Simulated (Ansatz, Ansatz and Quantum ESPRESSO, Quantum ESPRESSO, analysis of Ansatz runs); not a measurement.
**N_i in AlN (P6_3mc): one cell, two programs (Ansatz and Quantum ESPRESSO)**

Aim: the levels of N_i in AlN (P6_3mc) from two independent programs, on the same model: a cell of 72 host atoms with 1 N put in. One script applies the same correction to both.

Method: two programs on one cell, in Ansatz and Quantum ESPRESSO.

## Step 1: The starting structure

The cell holds 73 atoms: 36 Al and 37 N. Its edges and angles: a = 9.345 Å, b = 9.345 Å, c = 9.978 Å, α = 90.0°, β = 90.0°, γ = 120.0°. It derives from AlN (space group P6_3mc). Nearest the centre at fractional (0.768, 0.717, 0.095): N73 at 0.00 Å, Al65 at 1.83 Å, N71 at 1.83 Å, Al62 at 1.83 Å, N60 at 1.83 Å, Al70 at 1.83 Å, N68 at 1.83 Å, N39 at 2.79 Å.

As a file:

```
CELL_PARAMETERS angstrom
9.34497 0.00000 0.00000
-4.67248 8.09298 0.00000
0.00000 0.00000 9.97783
ATOMIC_POSITIONS crystal
Al 0.22222 0.11111 0.24956
Al 0.11111 0.22222 0.49956
N 0.22222 0.11111 0.44044
N 0.11111 0.22222 0.19044
Al 0.22222 0.11111 0.74956
Al 0.11111 0.22222 0.99956
N 0.22222 0.11111 0.94044
N 0.11111 0.22222 0.69044
Al 0.22222 0.44444 0.24956
Al 0.11111 0.55556 0.49956
N 0.22222 0.44444 0.44044
N 0.11111 0.55556 0.19044
Al 0.22222 0.44444 0.74956
Al 0.11111 0.55556 0.99956
N 0.22222 0.44444 0.94044
N 0.11111 0.55556 0.69044
Al 0.22222 0.77778 0.24956
Al 0.11111 0.88889 0.49956
N 0.22222 0.77778 0.44044
N 0.11111 0.88889 0.19044
Al 0.22222 0.77778 0.74956
Al 0.11111 0.88889 0.99956
N 0.22222 0.77778 0.94044
N 0.11111 0.88889 0.69044
Al 0.55556 0.11111 0.24956
Al 0.44444 0.22222 0.49956
N 0.55556 0.11111 0.44044
N 0.44444 0.22222 0.19044
Al 0.55556 0.11111 0.74956
Al 0.44444 0.22222 0.99956
N 0.55556 0.11111 0.94044
N 0.44444 0.22222 0.69044
Al 0.55556 0.44444 0.24956
Al 0.44444 0.55556 0.49956
N 0.55556 0.44444 0.44044
N 0.44444 0.55556 0.19044
Al 0.55556 0.44444 0.74956
Al 0.44444 0.55556 0.99956
N 0.55556 0.44444 0.94044
N 0.44444 0.55556 0.69044
Al 0.55556 0.77778 0.24956
Al 0.44444 0.88889 0.49956
N 0.55556 0.77778 0.44044
N 0.44444 0.88889 0.19044
Al 0.55556 0.77778 0.74956
Al 0.44444 0.88889 0.99956
N 0.55556 0.77778 0.94044
N 0.44444 0.88889 0.69044
Al 0.88889 0.11111 0.24956
Al 0.77778 0.22222 0.49956
N 0.88889 0.11111 0.44044
N 0.77778 0.22222 0.19044
Al 0.88889 0.11111 0.74956
Al 0.77778 0.22222 0.99956
N 0.88889 0.11111 0.94044
N 0.77778 0.22222 0.69044
Al 0.88889 0.44444 0.24956
Al 0.77778 0.55556 0.49956
N 0.88889 0.44444 0.44044
N 0.77778 0.55556 0.19044
Al 0.88889 0.44444 0.74956
Al 0.77778 0.55556 0.99956
N 0.88889 0.44444 0.94044
N 0.77778 0.55556 0.69044
Al 0.88889 0.77778 0.24956
Al 0.77778 0.88889 0.49956
N 0.88889 0.77778 0.44044
N 0.77778 0.88889 0.19044
Al 0.88889 0.77778 0.74956
Al 0.77778 0.88889 0.99956
N 0.88889 0.77778 0.94044
N 0.77778 0.88889 0.69044
N 0.76830 0.71749 0.09500
```

Screening for the image-charge correction: ε∞ = (4.51, 4.51, 4.73) along x, y and z, ε0 = (8.19, 8.19, 9.69) along x, y and z, from a response run on this crystal (DFPT, PBEsol, ph.x of Quantum ESPRESSO) at that run's own cell.

The cell's shortest repeat is 9.3 Å.

## Step 2: Ansatz: the charge states

Each charge needs its own total energy at its own relaxed structure. The first state starts from small random displacements of the atoms near the defect, and the others from the structure of a charge already relaxed. A uniform background keeps charged cells neutral.

Method: plane-wave PAW DFT, PBEsol. One state in full; the table below says how the others differ.

Contents of input.yaml:

```yaml
crystal:
  lattice:
    - [9.3449670082, 8.62e-08, 0.0]
    - [-4.6724835787, 8.0929787835, 0.0]
    - [0.0, 0.0, 9.9778324024]
  atoms:
    - { symbol: Al, position: [0.2222222222, 0.1111111111, 0.249560765] }
    - { symbol: Al, position: [0.1111111111, 0.2222222222, 0.499560765] }
    - { symbol: "N", position: [0.2222222222, 0.1111111111, 0.440439235] }
    - { symbol: "N", position: [0.1111111111, 0.2222222222, 0.190439235] }
    - { symbol: Al, position: [0.2222222222, 0.1111111111, 0.749560765] }
    - { symbol: Al, position: [0.1111111111, 0.2222222222, 0.999560765] }
    - { symbol: "N", position: [0.2222222222, 0.1111111111, 0.940439235] }
    - { symbol: "N", position: [0.1111111111, 0.2222222222, 0.690439235] }
    - { symbol: Al, position: [0.2222222222, 0.4444444444, 0.249560765] }
    - { symbol: Al, position: [0.1111111111, 0.5555555556, 0.499560765] }
    - { symbol: "N", position: [0.2222222222, 0.4444444444, 0.440439235] }
    - { symbol: "N", position: [0.1111111111, 0.5555555556, 0.190439235] }
    - { symbol: Al, position: [0.2222222222, 0.4444444444, 0.749560765] }
    - { symbol: Al, position: [0.1111111111, 0.5555555556, 0.999560765] }
    - { symbol: "N", position: [0.2222222222, 0.4444444444, 0.940439235] }
    - { symbol: "N", position: [0.1111111111, 0.5555555556, 0.690439235] }
    - { symbol: Al, position: [0.2222222222, 0.7777777778, 0.249560765] }
    - { symbol: Al, position: [0.1111111111, 0.8888888889, 0.499560765] }
    - { symbol: "N", position: [0.2222222222, 0.7777777778, 0.440439235] }
    - { symbol: "N", position: [0.1147121637, 0.888369685, 0.1869954049] }
    - { symbol: Al, position: [0.2222222222, 0.7777777778, 0.749560765] }
    - { symbol: Al, position: [0.1067062694, 0.8884109869, 1.0026813423] }
    - { symbol: "N", position: [0.2222222222, 0.7777777778, 0.940439235] }
    - { symbol: "N", position: [0.1111111111, 0.8888888889, 0.690439235] }
    - { symbol: Al, position: [0.5555555556, 0.1111111111, 0.249560765] }
    - { symbol: Al, position: [0.4444444444, 0.2222222222, 0.499560765] }
    - { symbol: "N", position: [0.5555555556, 0.1111111111, 0.440439235] }
    - { symbol: "N", position: [0.4444444444, 0.2222222222, 0.190439235] }
    - { symbol: Al, position: [0.5555555556, 0.1111111111, 0.749560765] }
    - { symbol: Al, position: [0.4444444444, 0.2222222222, 0.999560765] }
    - { symbol: "N", position: [0.5555555556, 0.1111111111, 0.940439235] }
    - { symbol: "N", position: [0.4444444444, 0.2222222222, 0.690439235] }
    - { symbol: Al, position: [0.5521287363, 0.4383381865, 0.24888336] }
    - { symbol: Al, position: [0.4444444444, 0.5555555556, 0.499560765] }
    - { symbol: "N", position: [0.5555555556, 0.4444444444, 0.440439235] }
    - { symbol: "N", position: [0.4503609567, 0.5581030051, 0.1890485052] }
    - { symbol: Al, position: [0.5555555556, 0.4444444444, 0.749560765] }
    - { symbol: Al, position: [0.4451251, 0.5535931179, 1.0040502004] }
    - { symbol: "N", position: [0.5533306029, 0.4463424747, 0.9367103566] }
    - { symbol: "N", position: [0.4444444444, 0.5555555556, 0.690439235] }
    - { symbol: Al, position: [0.5575173156, 0.7746159808, 0.2523040473] }
    - { symbol: Al, position: [0.4444444444, 0.8888888889, 0.499560765] }
    - { symbol: "N", position: [0.5555555556, 0.7777777778, 0.440439235] }
    - { symbol: "N", position: [0.4444444444, 0.8888888889, 0.190439235] }
    - { symbol: Al, position: [0.5555555556, 0.7777777778, 0.749560765] }
    - { symbol: Al, position: [0.4444444444, 0.8888888889, 0.999560765] }
    - { symbol: "N", position: [0.5565885661, 0.7745599647, 0.936949687] }
    - { symbol: "N", position: [0.4444444444, 0.8888888889, 0.690439235] }
    - { symbol: Al, position: [0.8888888889, 0.1111111111, 0.249560765] }
    - { symbol: Al, position: [0.7777777778, 0.2222222222, 0.499560765] }
    - { symbol: "N", position: [0.8888888889, 0.1111111111, 0.440439235] }
    - { symbol: "N", position: [0.7777777778, 0.2222222222, 0.190439235] }
    - { symbol: Al, position: [0.8888888889, 0.1111111111, 0.749560765] }
    - { symbol: Al, position: [0.7777777778, 0.2222222222, 0.999560765] }
    - { symbol: "N", position: [0.8888888889, 0.1111111111, 0.940439235] }
    - { symbol: "N", position: [0.7777777778, 0.2222222222, 0.690439235] }
    - { symbol: Al, position: [0.8888888889, 0.4444444444, 0.249560765] }
    - { symbol: Al, position: [0.7777777778, 0.5555555556, 0.499560765] }
    - { symbol: "N", position: [0.8888888889, 0.4444444444, 0.440439235] }
    - { symbol: "N", position: [0.7828606966, 0.5576503182, 0.1876215695] }
    - { symbol: Al, position: [0.8888888889, 0.4444444444, 0.749560765] }
    - { symbol: Al, position: [0.7779010884, 0.5606097187, 0.9977614161] }
    - { symbol: "N", position: [0.8888888889, 0.4444444444, 0.940439235] }
    - { symbol: "N", position: [0.7777777778, 0.5555555556, 0.690439235] }
    - { symbol: Al, position: [0.8925115717, 0.7819568219, 0.2529607539] }
    - { symbol: Al, position: [0.7777777778, 0.8888888889, 0.499560765] }
    - { symbol: "N", position: [0.8932808118, 0.7773981207, 0.4430087611] }
    - { symbol: "N", position: [0.7778241652, 0.886807129, 0.1858323699] }
    - { symbol: Al, position: [0.8941614848, 0.7792872526, 0.751949969] }
    - { symbol: Al, position: [0.7749589086, 0.8829190874, 0.9982796426] }
    - { symbol: "N", position: [0.8906159469, 0.7792305378, 0.9356596542] }
    - { symbol: "N", position: [0.7777777778, 0.8888888889, 0.690439235] }
    - { symbol: "N", position: [0.7715541662, 0.7174935748, 0.09898366] }
total_charge: -3
basis:
  ecutwfc: 420
  xc_grid: 2
hamiltonian:
  xc: pbesol
  pseudopotentials: { kind: paw, azcp: { folder: soft_1 }, xc_functional: pbe }
kpoints:
  mp_grid: { grid: [1, 1, 1], shift: [0.25, 0.25, 0.25] }
scf:
  occupations: { method: fixed }
  max_iter: 100
output:
  forces: true
  eigenvalues: unsolved
  write_density: true
  write_potential: true
  volumetric_format: npy
relax:
  f_tol: 0.02
  max_steps: 70
```

Started as:

```sh
> ansatz run input.yaml --threads 4 --pin off --max-ram 16015MiB --backend cpu --events-out ev --progress --plain --runs-dir out
```

Numbers of over 12 decimals in the logs are rounded to 6 here.

The log of the run:

```text
[... repeated set-up lines and file paths are left out, and long positions are rounded to six places ...]
settings of this run that can trade accuracy for cost: output.eigenvalues: unsolved. Do not mix this run's numbers with those of runs without the same settings; the input reference describes each key
The last accepted step is kept in <dir> (removed where the run ends without a failure and the disk answers)
Engine: ansatz 0.2.0, x86_64-unknown-linux-gnu
Pseudopotentials: kind: paw
Pseudopotential: Al, paw, valence charge 3, recommended cutoff 420 eV (normal), soft_1/Al.paw.azcp
Pseudopotential: N, paw, valence charge 5, recommended cutoff 420 eV (normal), soft_1/N.paw.azcp
Functional definition: PBEsol
  exchange = pbesol_x
  correlation = pbesol_c
Crystal: 73 atoms, lattice volume = 754.610 Å³
Basis set: ecut = 420 eV, 14781 PW (Γ), exchange–correlation on 128×128×144 points (8 copies of the dense FFT grid, shifted against one another)
[...]
- { symbol: Al, position: [0.113253, 0.222381, 0.506043] }
    [... 33 atoms left out ...]
    - { symbol: N, position: [0.412937, 0.539821, 0.207858] }
    [... 1 atom left out ...]
    - { symbol: Al, position: [0.464352, 0.565282, 1.013073] }
    [... 2 atoms left out ...]
    - { symbol: Al, position: [0.567040, 0.768489, 0.236859] }
    [... 18 atoms left out ...]
    - { symbol: N, position: [0.796508, 0.539368, 0.206940] }
    [... 1 atom left out ...]
    - { symbol: Al, position: [0.770682, 0.565118, 1.012729] }
    [... 2 atoms left out ...]
    - { symbol: Al, position: [0.869916, 0.768031, 0.236443] }
    [... 2 atoms left out ...]
    - { symbol: N, position: [0.795597, 0.922609, 0.208051] }
    [... 1 atom left out ...]
    - { symbol: Al, position: [0.770321, 0.871325, 1.013069] }
    - { symbol: N, position: [0.900510, 0.783781, 0.928821] }
    [... 1 atom left out ...]
    - { symbol: N, position: [0.668779, 0.667038, 0.109710] }
settings of this run that can trade accuracy for cost: output.eigenvalues: unsolved. Do not mix this run's numbers with those of runs without the same settings; the input reference describes each key
[key lines of the parts left out:]
SCF converged after 5 iterations
Free energy (F): -32959.941926 eV
Fermi energy:    8.877607 eV
```

Run time: 22 s. Hardware: 4 threads of AMD EPYC 9R45, shared host; peak memory 1.2 GiB; 80 s of CPU time.

The runs, on 4 threads of AMD EPYC 9R45, shared host:

| charge | moment held (μB) | k-points | occupations | outcome | force calls | largest force component (eV/Å) | time |
| --- | --- | --- | --- | --- | --- | --- | --- |
| −3 | no spin | one point at (¼, ¼, ¼) | fixed | converged | 9 | 0.010 | 22 s |
| −1 | no spin | one point at (¼, ¼, ¼) | fixed | converged | 16 | 0.0056 | 43 s |
| +1 | no spin | one point at (¼, ¼, ¼) | fixed | not converged | - | - | 15 s |
| +1 | no spin | one point at (¼, ¼, ¼) | 0.01 eV wide | converged | 10 | 0.019 | 25 s |
| −3 | 2 | one point at (¼, ¼, ¼) | fixed | converged | 9 | 0.016 | 48 s |
| −2 | 1 | one point at (¼, ¼, ¼) | fixed | converged | 10 | 0.0077 | 50 s |
| 0 | 1 | one point at (¼, ¼, ¼) | fixed | converged | 8 | 0.014 | 40 s |

(Continued in part 2 of 2.)

[Logs are printed without paths, hosts, clocks, repeated set-up lines and the standing remarks that a program may print on its own settings, such as how far it seeks lower states.]

[Hosts, paths, dates, database ids (printed as entryN), source tags and the programs' standing remarks are cut or masked in the printed files.]

[Where a table of states has a column of steps, it counts the stored structures, which are thinned; the runs took as many ionic steps or more.]

[For some hosts the program warned that the k-mesh of the response run may be too coarse for force constants and the static dielectric constant; such warnings are not shown here.]
